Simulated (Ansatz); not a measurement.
# Electron scattering at the Σ5 (310) boundary in bcc W with O (interstitial)

How much does the Σ5 (310) boundary in bcc W with O (interstitial) reflect electrons?

Program: Ansatz 0.2.0. Level of theory: Ansatz plane-wave DFT, PBE, PAW files; relaxation of a bicrystal slab with its lowest layers held; PAW set soft_1, in the first sound run; inputs show where later runs differ. Results are calculated unless marked as measured.

## 1. The structure

The cell holds 20 atoms: 19 W and 1 O. Cell: a = 5.248 Å, b = 3.165 Å, c = 29.414 Å, α = 90.0°, β = 90.0°, γ = 72.5°. It derives from W. built on the (3 1 0) plane; 1 overlapping atoms removed and the grains opened by 0.4 Å. Vacuum lies along c.

## 2. Relaxing the bicrystal

The boundary is built by mirroring the lower grain in the boundary plane and removing any atoms that overlap; then the O is put in at the boundary. A thin bicrystal slab is relaxed first, with the lowest layers held and the upper grain free to shift and open.

The input, input.yaml:

```yaml
crystal:
  lattice:
    - [5.2482270683, 0.0, 0.0]
    - [0.9542231033, 3.0175184024, 0.0]
    - [0.0, 0.0, 29.4143574102]
  atoms:
    - { symbol: W, position: [0.8, 0.6000000001, 0.1699850155] }
    - { symbol: W, position: [0.2, 0.9, 0.2040091358] }
    - { symbol: W, position: [0.6, 0.2, 0.238033256] }
    - { symbol: W, position: [0.0, 0.5, 0.2720573763] }
    - { symbol: W, position: [0.4, 0.8, 0.3060814965] }
    - { symbol: W, position: [0.8, 0.1, 0.3401056168] }
    - { symbol: W, position: [0.2, 0.4, 0.3741297371] }
    - { symbol: W, position: [0.6, 0.7, 0.4081538573] }
    - { symbol: W, position: [0.0, 0.0, 0.4421779776] }
    - { symbol: O, position: [0.3333333333, 0.3333333333, 0.4506772283] }
    - { symbol: W, position: [0.6, 0.7, 0.4898008991] }
    - { symbol: W, position: [0.2, 0.4, 0.5238250193] }
    - { symbol: W, position: [0.8, 0.1, 0.5578491396] }
    - { symbol: W, position: [0.4, 0.8, 0.5918732599] }
    - { symbol: W, position: [0.0, 0.5, 0.6258973801] }
    - { symbol: W, position: [0.6, 0.2, 0.6599215004] }
    - { symbol: W, position: [0.2, 0.9, 0.6939456206] }
    - { symbol: W, position: [0.8, 0.6000000001, 0.7279697409] }
    - { symbol: W, position: [0.4, 0.3000000001, 0.7619938612] }
    - { symbol: W, position: [0.0, 1.0e-10, 0.7960179814] }
kpoints:
  mp_grid: { grid: [8, 8, 1] }
hamiltonian:
  xc: pbe
  pseudopotentials: { kind: paw, azcp: { folder: soft_1 } }
scf:
  occupations: { method: fermi_dirac, width: 0.1 }
relax:
  f_tol: 0.03
  max_steps: 80
  constraints: [{ sites: [0, 1, 2] }]
```

Started as:

```
> ansatz run input.yaml --threads 4 --pin off --max-ram 15360MiB --backend cpu --events-out ev --progress --plain --runs-dir out
```

Numbers of over 12 decimals in the logs are rounded to 6 here.

Output:

```text
Engine: ansatz 0.2.0, aarch64-unknown-linux-gnu
Pseudopotentials: kind: paw
Pseudopotential: W, paw, valence charge 14, recommended cutoff 420 eV (normal), soft_1/W.paw.azcp
Pseudopotential: O, paw, valence charge 6, recommended cutoff 420 eV (normal), soft_1/O.paw.azcp
Functional definition: PBE
  parameter kappa = 0.804
  parameter beta = 0.066725
  exchange = pbe_x(kappa = kappa, mu = beta*pi^2/3)
  correlation = pbe_c(beta = beta)
Crystal: 20 atoms, lattice volume = 465.824 Å³
Basis set: ecut = 420 eV, 9131 PW (Γ), exchange–correlation on 72×48×400 points (8 copies of the dense FFT grid, shifted against one another)
Bands: 164, of which v1, the nominal top of the filled ones, is band 136 counted from 1 (135 counted from 0)
Symmetry: 2 space group operations
Space group: Cm (ITA 8), of the structure as read, at distance tolerance 7.8e-5 Å
k-points: 21 of 64 (time reversal used)
Non-local potential: W, projectors of the file, l = 0: 3, l = 1: 2, l = 2: 2, l = 3: 1
Non-local potential: O, projectors of the file, l = 0: 2, l = 1: 2, l = 2: 1
PAW form: soft (Blöchl's): semilocal exchange-correlation on the pseudo side does not see the compensation charge
PAW one-centre angular grid: W, 590 points (default); XC on 64 Gauss nodes
PAW one-centre angular grid: O, 110 points (default); XC on 64 Gauss nodes
Initial density: superposition of atomic densities (neutral atoms: chi_scale 0, normalization atom)
Initial wavefunctions: pseudopotential atomic-orbital guess
Functional: x = pbe(κ = 0.804, μ = 0.219515), c = pbe(β = 0.066725)
SCF iter   1: F=—  HF=-197896.684115 eV  |F-HF|=—  |Δ(HF+E_count)|=         —  Δρ=6.18e-2  dr2=1.53e2  ethr=3.10e-3  ⟨swp⟩=7.9  Hψ=15581  notcnv=0
preconditioner: auto → LDOS  [metal: Δε(μ)=0.006 eV  Ē_g=5.646 eV  σ=0.100 eV  W_gap=0.02  n_scr=116 (ndim 8)  ℏωp=18.8 eV  f_vac=0.279  D(μ)=13.09/eV (n_scr^D=90)  β→1.0]
SCF iter   2: F=—  HF=-197893.967636 eV  |F-HF|=—  |Δ(HF+E_count)|=    2.72e0  Δρ=5.29e-2  dr2=2.11e2  ethr=3.10e-3  ⟨swp⟩=5.7  Hψ=10281  notcnv=0  defer=3
SCF iter   3: F=—  HF=-197887.947419 eV  |F-HF|=—  |Δ(HF+E_count)|=    6.02e0  Δρ=1.06e-2  dr2=2.83e0  ethr=3.10e-3  ⟨swp⟩=4.6  Hψ=7991  notcnv=0  defer=7
SCF iter   4: F=—  HF=-197887.726948 eV  |F-HF|=—  |Δ(HF+E_count)|=   2.20e-1  Δρ=3.19e-3  dr2=9.02e-2  ethr=1.04e-3  ⟨swp⟩=2.9  Hψ=5535  notcnv=0  defer=3
SCF iter   5: F=—  HF=-197887.717463 eV  |F-HF|=—  |Δ(HF+E_count)|=   9.49e-3  Δρ=1.35e-3  dr2=5.46e-2  ethr=3.32e-5  ⟨swp⟩=3.4  Hψ=6500  notcnv=0  defer=3
SCF iter   6: F=—  HF=-197887.715339 eV  |F-HF|=—  |Δ(HF+E_count)|=   2.12e-3  Δρ=5.73e-4  dr2=1.26e-2  ethr=2.01e-5  ⟨swp⟩=2.0  Hψ=4556  notcnv=0  defer=2
SCF iter   7: F=—  HF=-197887.714917 eV  |F-HF|=—  |Δ(HF+E_count)|=   4.22e-4  Δρ=1.66e-4  dr2=3.28e-4  ethr=4.63e-6  ⟨swp⟩=1.8  Hψ=4298  notcnv=0  defer=2
SCF iter   8: F=—  HF=-197887.714959 eV  |F-HF|=—  |Δ(HF+E_count)|=   4.24e-5  Δρ=5.85e-5  dr2=8.31e-5  ethr=1.21e-7  ⟨swp⟩=3.3  Hψ=6655  notcnv=0  defer=2
SCF iter   9: F=-197887.714959 eV  HF=-197887.714966 eV  |F-HF|=7.03e-6  |Δ(HF+E_count)|=   6.73e-6  Δρ=2.06e-5  dr2=1.18e-5  ethr=8.27e-9  ⟨swp⟩=5.1  Hψ=11337  notcnv=0
SCF 1 converged in 9 iterations: F = -197887.714959 eV  dr2 = 1.18e-5
  greatest PAW one-centre occupation: 0.999 electrons in one spin orbital (limit 2), on the W atom at site 17 (counted from 0), in its partial waves of l = 0
relax step   1: F+E_penalty+E_count = -197887.71495864 eV  Δ(F+E_penalty+E_count) = +0.000e0 eV  max|allowed force component| = 3.857e0 eV/Å  Δτ_max = 0.0000 Å  (9 SCF iters, dr2 threshold 2.25e-5 eV, accepted)
Initial density: handed on by an earlier stage of this run
Initial wavefunctions: those handed on with the density
iter 1 solved again at ethr=8.50e-4 eV; its pass at ethr=3.10e-3 eV (dr2=2.31e0 eV) is discarded
SCF iter   1: F=—  HF=-197888.938909 eV  |F-HF|=—  |Δ(HF+E_count)|=         —  Δρ=1.47e-2  dr2=2.41e0  ethr=8.50e-4  ⟨swp⟩=1.8  Hψ=12548  notcnv=0
preconditioner: auto → LDOS  [metal: Δε(μ)=0.008 eV  Ē_g=5.227 eV  σ=0.100 eV  W_gap=0.02  n_scr=116 (ndim 8)  ℏωp=18.8 eV  f_vac=0.287  D(μ)=13.65/eV (n_scr^D=94)  β→1.0]
SCF iter   2: F=—  HF=-197888.810049 eV  |F-HF|=—  |Δ(HF+E_count)|=   1.29e-1  Δρ=7.29e-3  dr2=7.87e-1  ethr=8.50e-4  ⟨swp⟩=4.5  Hψ=6777  notcnv=0  defer=2
SCF iter   3: F=—  HF=-197888.665146 eV  |F-HF|=—  |Δ(HF+E_count)|=   1.45e-1  Δρ=1.91e-3  dr2=4.78e-2  ethr=2.89e-4  ⟨swp⟩=3.4  Hψ=7768  notcnv=0  defer=3
SCF iter   4: F=—  HF=-197888.655993 eV  |F-HF|=—  |Δ(HF+E_count)|=   9.15e-3  Δρ=4.39e-4  dr2=2.56e-3  ethr=1.76e-5  ⟨swp⟩=2.4  Hψ=5425  notcnv=0  defer=3
SCF iter   5: F=—  HF=-197888.656258 eV  |F-HF|=—  |Δ(HF+E_count)|=   2.65e-4  Δρ=1.45e-4  dr2=3.62e-4  ethr=9.41e-7  ⟨swp⟩=2.2  Hψ=5557  notcnv=0  defer=3
SCF iter   6: F=-197888.656272 eV  HF=-197888.656301 eV  |F-HF|=2.91e-5  |Δ(HF+E_count)|=   4.32e-5  Δρ=5.80e-5  dr2=5.26e-5  ethr=3.68e-8  ⟨swp⟩=3.1  Hψ=12983  notcnv=0
SCF 2 converged in 6 iterations: F = -197888.656272 eV  dr2 = 5.26e-5
  greatest PAW one-centre occupation: 0.999 electrons in one spin orbital (limit 2), on the W atom at site 2 (counted from 0), in its partial waves of l = 0
relax step   2: F+E_penalty+E_count = -197888.65627237 eV  Δ(F+E_penalty+E_count) = -9.413e-1 eV  max|allowed force component| = 1.224e0 eV/Å  Δτ_max = 0.1949 Å  (6 SCF iters, dr2 threshold 1.00e-4 eV, accepted)
iter 1 solved again at ethr=2.87e-3 eV; its pass at ethr=3.10e-3 eV (dr2=7.81e0 eV) is discarded
SCF iter   1: F=—  HF=-197889.122310 eV  |F-HF|=—  |Δ(HF+E_count)|=         —  Δρ=1.76e-2  dr2=7.72e0  ethr=2.87e-3  ⟨swp⟩=1.0  Hψ=12968  notcnv=0  defer=1
preconditioner: auto → LDOS  [metal: Δε(μ)=0.019 eV  Ē_g=5.168 eV  σ=0.100 eV  W_gap=0.05  n_scr=116 (ndim 8)  ℏωp=18.8 eV  f_vac=0.281  D(μ)=13.65/eV (n_scr^D=94)  β→1.0]
SCF iter   2: F=—  HF=-197888.987911 eV  |F-HF|=—  |Δ(HF+E_count)|=   1.34e-1  Δρ=5.74e-3  dr2=4.97e-1  ethr=2.84e-3  ⟨swp⟩=2.6  Hψ=4774  notcnv=0  defer=2
SCF iter   3: F=—  HF=-197888.948475 eV  |F-HF|=—  |Δ(HF+E_count)|=   3.94e-2  Δρ=3.66e-3  dr2=2.29e-1  ethr=1.83e-4  ⟨swp⟩=3.2  Hψ=8151  notcnv=0  defer=5
SCF iter   4: F=—  HF=-197888.913368 eV  |F-HF|=—  |Δ(HF+E_count)|=   3.51e-2  Δρ=1.28e-3  dr2=2.02e-2  ethr=8.42e-5  ⟨swp⟩=2.0  Hψ=4935  notcnv=0  defer=5
SCF iter   5: F=—  HF=-197888.909930 eV  |F-HF|=—  |Δ(HF+E_count)|=   3.44e-3  Δρ=2.73e-4  dr2=8.92e-4  ethr=7.42e-6  ⟨swp⟩=2.0  Hψ=5127  notcnv=0  defer=3
SCF iter   6: F=—  HF=-197888.909782 eV  |F-HF|=—  |Δ(HF+E_count)|=   1.48e-4  Δρ=8.87e-5  dr2=1.11e-4  ethr=3.28e-7  ⟨swp⟩=2.6  Hψ=6279  notcnv=0  defer=3
SCF iter   7: F=-197888.909769 eV  HF=-197888.909773 eV  |F-HF|=3.84e-6  |Δ(HF+E_count)|=   9.44e-6  Δρ=2.41e-5  dr2=7.43e-6  ethr=3.44e-8  ⟨swp⟩=3.0  Hψ=12544  notcnv=0
SCF 3 converged in 7 iterations: F = -197888.909769 eV  dr2 = 7.43e-6
relax step   3: F+E_penalty+E_count = -197888.90976878 eV  Δ(F+E_penalty+E_count) = -2.535e-1 eV  max|allowed force component| = 8.445e-1 eV/Å  Δτ_max = 0.1953 Å  (7 SCF iters, dr2 threshold 9.37e-5 eV, accepted)
[...]
relax step   4: F+E_penalty+E_count = -197889.08744343 eV  Δ(F+E_penalty+E_count) = -1.777e-1 eV  max|allowed force component| = 3.914e-1 eV/Å  Δτ_max = 0.1949 Å  (5 SCF iters, dr2 threshold 7.18e-5 eV, accepted)
[...]
relax step   5: F+E_penalty+E_count = -197889.12514462 eV  Δ(F+E_penalty+E_count) = -3.770e-2 eV  max|allowed force component| = 4.702e-1 eV/Å  Δτ_max = 0.1978 Å  (5 SCF iters, dr2 threshold 3.29e-5 eV, accepted)
[...]
relax step   6: F+E_penalty+E_count = -197889.15205886 eV  Δ(F+E_penalty+E_count) = -2.691e-2 eV  max|allowed force component| = 3.674e-1 eV/Å  Δτ_max = 0.1285 Å  (5 SCF iters, dr2 threshold 4.75e-5 eV, accepted)
[...]
relax step   7: F+E_penalty+E_count = -197889.16133370 eV  Δ(F+E_penalty+E_count) = -9.275e-3 eV  max|allowed force component| = 1.619e-1 eV/Å  Δτ_max = 0.0599 Å  (6 SCF iters, dr2 threshold 8.24e-5 eV, accepted)
[...]
relax step   8: F+E_penalty+E_count = -197889.16327001 eV  Δ(F+E_penalty+E_count) = -1.936e-3 eV  max|allowed force component| = 2.164e-2 eV/Å  Δτ_max = 0.0138 Å  (4 SCF iters, dr2 threshold 5.09e-6 eV, accepted)
iter 1 solved again at ethr=1.37e-9 eV; its pass at ethr=3.10e-3 eV (dr2=3.73e-6 eV) is discarded
SCF iter   1: F=—  HF=-197889.163339 eV  |F-HF|=—  |Δ(HF+E_count)|=         —  Δρ=2.18e-5  dr2=3.73e-6  ethr=1.37e-9  ⟨swp⟩=1.3  Hψ=8155  notcnv=0  defer=3
preconditioner: auto → LDOS  [metal: Δε(μ)=0.004 eV  Ē_g=5.176 eV  σ=0.100 eV  W_gap=0.01  n_scr=116 (ndim 8)  ℏωp=18.8 eV  f_vac=0.279  D(μ)=12.56/eV (n_scr^D=82)  β→1.0]
SCF iter   2: F=—  HF=-197889.163273 eV  |F-HF|=—  |Δ(HF+E_count)|=   6.60e-5  Δρ=1.67e-5  dr2=3.82e-6  ethr=1.37e-9  ⟨swp⟩=2.1  Hψ=6132  notcnv=0  defer=3
SCF iter   3: F=—  HF=-197889.163272 eV  |F-HF|=—  |Δ(HF+E_count)|=   6.73e-7  Δρ=4.14e-6  dr2=2.28e-7  ethr=1.37e-9  ⟨swp⟩=2.1  Hψ=5600  notcnv=0  defer=3
SCF iter   4: F=-197889.163272 eV  HF=-197889.163272 eV  |F-HF|=1.32e-8  |Δ(HF+E_count)|=   3.78e-8  Δρ=1.33e-6  dr2=2.12e-8  ethr=3.68e-11  ⟨swp⟩=5.3  Hψ=11875  notcnv=0
SCF 9 converged in 4 iterations: F = -197889.163272 eV  dr2 = 2.12e-8
relax step   9: F+E_penalty+E_count = -197889.16327239 eV  Δ(F+E_penalty+E_count) = -2.372e-6 eV  max|allowed force component| = 2.165e-2 eV/Å  Δτ_max = 0.0000 Å  (4 SCF iters, accepted)
SCF converged after 4 iterations
Free energy (F): -197889.163272 eV
Harris-Foulkes:  -197889.163272 eV  (|F-HF|=1.32e-8)
Internal energy: -197888.744617 eV  (E = F + TS)
E sigma→0 (E₀):  -197888.953945 eV
Entropy (-TS):   -0.418656 eV (-20.933 meV/atom)
Fermi energy:    13.315202 eV
--- Per-component energies (eV) ---
  E_band       = -3975.001116
  E_kinetic    = 8165.765310
  E_local      = -236925.482316  (includes V_loc(G=0)·N_el)
  E_nonlocal   = -425.434273
  E_hartree    = 116404.594606
  E_xc         = -5145.077606
  E_vxc        = -4469.868170  (∫ρ·V_xc dr)
  E_paw        = -163140.825077  (= ΣΔE_a)
  E_vpaw       = -3129.151285  (= ΣTr[D̂ρ^β])
  E_aug_tail   = 0.003581  (compensation charges beyond the density's cutoff)
  E_ewald      = 83177.711157
  E_smearing   = -0.418656  (= −TS)
  E_closure    = 0.000000  (closes the sum)
  Σ components = -197889.163272   (vs F -197889.163272, Δ=0.00e0)
--- Forces (eV/Å), atoms counted from 1 ---
  atom   1  W      0.36636034    -0.11585331     1.90823120
  atom   2  W     -0.55904858     0.17678668    -0.79991068
  atom   3  W      0.19038831    -0.06020607    -1.11574736
  atom   4  W     -0.00272105     0.00086047    -0.01367513
  atom   5  W     -0.00352269     0.00111397     0.02165116
  atom   6  W      0.01031139    -0.00326075     0.00856162
  atom   7  W     -0.01376565     0.00435308     0.00510771
  atom   8  W      0.00275974    -0.00087271    -0.00688780
  atom   9  W      0.00601724    -0.00190282    -0.00620716
  atom  10  O      0.00452048    -0.00142950    -0.01097941
  atom  11  W     -0.00900689     0.00284823     0.00707188
  atom  12  W      0.00369814    -0.00116945    -0.00147150
  atom  13  W      0.00443772    -0.00140333    -0.00891145
  atom  14  W     -0.00656082     0.00207471     0.00246227
  atom  15  W      0.00362741    -0.00114709     0.00542714
  atom  16  W      0.00288920    -0.00091365    -0.00468000
  atom  17  W     -0.00047399     0.00014989     0.00114161
  atom  18  W     -0.00325720     0.00103002    -0.00011797
  atom  19  W     -0.00067275     0.00021274     0.00385868
  atom  20  W      0.00405489    -0.00128227     0.00512829
  max |Σ_I F_I| component: 5.31e-5 eV/Å
--- Relaxed structure (9 steps of the walk, 9 accepted, 0 SCFs on fresh bases) ---
  F+E_penalty+E_count = -197889.16327239 eV   max|allowed force component| = 2.165e-2 eV/Å
  atoms:
    - { symbol: W, position: [0.800000, 0.600000, 0.169985] }
    - { symbol: W, position: [0.200000, 0.900000, 0.204009] }
    - { symbol: W, position: [0.600000, 0.2, 0.238033256] }
    - { symbol: W, position: [0.00301288, 0.498494, 0.271366] }
    - { symbol: W, position: [0.401310, 0.799345, 0.305997] }
    - { symbol: W, position: [0.805789, 0.097106, 0.340804] }
    - { symbol: W, position: [0.198131, 0.400935, 0.376025] }
    - { symbol: W, position: [0.614054, 0.692973, 0.405283] }
    - { symbol: W, position: [-0.035326, 0.017663, 0.452161] }
    - { symbol: O, position: [0.241307, 0.379346, 0.451791] }
    - { symbol: W, position: [0.617887, 0.691056, 0.500089] }
    - { symbol: W, position: [0.203304, 0.398348, 0.528148] }
    - { symbol: W, position: [0.810028, 0.094986, 0.564115] }
    - { symbol: W, position: [0.404440, 0.797780, 0.599149] }
    - { symbol: W, position: [0.00922849, 0.495386, 0.632819] }
    - { symbol: W, position: [0.611659, 0.194171, 0.667229] }
    - { symbol: W, position: [0.210724, 0.894638, 0.701293] }
    - { symbol: W, position: [0.806612, 0.596694, 0.736426] }
    - { symbol: W, position: [0.401538, 0.299231, 0.770506] }
    - { symbol: W, position: [0.021435, -0.010718, 0.798121] }
```

It took 6.8 min on 4 threads of Arm Neoverse V1, shared host; peak memory 2.3 GiB; 27 min of CPU time.

Step by step:

| step | energy less that of the first step (eV) | largest force component (eV/Å) |
| --- | --- | --- |
| 1 | 0.0000 | 3.8575 |
| 2 | -0.9413 | 1.2242 |
| 3 | -1.1948 | 0.8445 |
| 4 | -1.3725 | 0.3914 |
| 5 | -1.4102 | 0.4702 |
| 6 | -1.4371 | 0.3674 |
| 7 | -1.4464 | 0.1619 |
| 8 | -1.4483 | 0.0216 |
| 9 | -1.4483 | 0.0217 |

The run keeps the 2 symmetry operations that it works with, so distortions that break them were not tested.

The atoms that moved most (Å):

| atom | dx | dy | dz | length |
| --- | --- | --- | --- | --- |
| O10 | -0.439 | 0.139 | 0.033 | 0.462 |
| W9 | -0.169 | 0.053 | 0.294 | 0.343 |
| W11 | 0.085 | -0.027 | 0.303 | 0.316 |
| W18 | 0.032 | -0.010 | 0.249 | 0.251 |
| W19 | 0.007 | -0.002 | 0.250 | 0.250 |
| W16 | 0.056 | -0.018 | 0.215 | 0.223 |
| W17 | 0.051 | -0.016 | 0.216 | 0.223 |
| W14 | 0.021 | -0.007 | 0.214 | 0.215 |

Numbers from this step:

```
free energy             : -197889.1633 eV
energy at zero smearing : -197888.9539 eV
Fermi energy            : 13.32 eV
```

The largest force component on a free atom ends at 0.022 eV/Å, under the tolerance of 0.03, after 9 steps.

(Continued in part 2 of 2.)

[Logs are printed without paths, hosts, clocks, repeated set-up lines and the standing remarks that a program may print on its own settings, such as how far it seeks lower states.]

[Hosts, paths, dates, database ids (printed as entryN), source tags and the programs' standing remarks are cut or masked in the printed files.]
